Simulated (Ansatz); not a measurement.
# Electric field gradients in TiAl$_{3}$

Level of theory: DFT PBEsol, scalar-relativistic, plane waves, PAW (Ansatz). Cutoff 420 eV, 16×16×16 k-points (Γ-centred), Fermi-Dirac smearing of 0.15 eV. No spin polarisation.

Relaxed structure:
```xyz
4
Lattice="-1.9110 1.9110 4.2671 1.9110 -1.9110 4.2671 1.9110 1.9110 -4.2671" Properties=species:S:1:pos:R:3 pbc="T T T"
Ti    0.0000    0.0000    0.0000
Al    0.0000    0.0000    4.2671
Al    0.0000    1.9110    2.1335
Al    1.9110    0.0000    2.1335
```

In a metal these results depend on the k mesh and the smearing.

Give V_zz (10²¹ V/m²) and the asymmetry η at each distinct site.

## Answers

| atom | V_zz | η |
| --- | --- | --- |
| Ti (atom 1) | -2.76 | 0.00 |
| Al (atom 2) | 3.22 | 0.00 |
| Al (atom 3) | -0.977 | 0.00 |

Cost: 1 run of about 0.2 core-minutes, on Intel Xeon Platinum 8488C (Sapphire Rapids) (shared hosts).